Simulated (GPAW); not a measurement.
The system is NaI.

```
I Na
1.0
     0.00000    3.23640    3.23640
     3.23640    0.00000    3.23640
     3.23640    3.23640    0.00000
I Na
1 1
Direct
  0.50000 0.50000 0.50000
  0.00000 0.00000 0.00000
```

Base run:

* Program: GPAW 26.7.0
* Functional: LDA
* Potentials or basis: the program's PAW data sets (release 1.2.1) made for this functional
* Cutoff: 600 eV
* Basis: pw
* k mesh: 6 × 6 × 6
* Occupations: fermi-dirac, width 0.001 eV
* Spin: no spin polarisation

Its results: band gap on the k mesh 3.34 eV, direct.

The run is repeated on the same cell with these changes: functional from LDA to GLLB-SC; cutoff from 600 eV to 800 eV; occupations from fermi-dirac, width 0.001 eV to fermi-dirac, width 0.05 eV. What comes out?

Band gap on the k mesh with the derivative discontinuity 6.69 eV.

Caveats: spin-orbit coupling is left out, which moves the levels of the heavy elements; the long-wavelength limit can be off by a per cent or two (some runs); the GLLB-SC gap is the Kohn-Sham gap of the path plus the derivative discontinuity (some runs); a model potential gives levels but no total energy (some runs).

A k mesh can miss the band edges.

Not every run made on this cell is shown here.
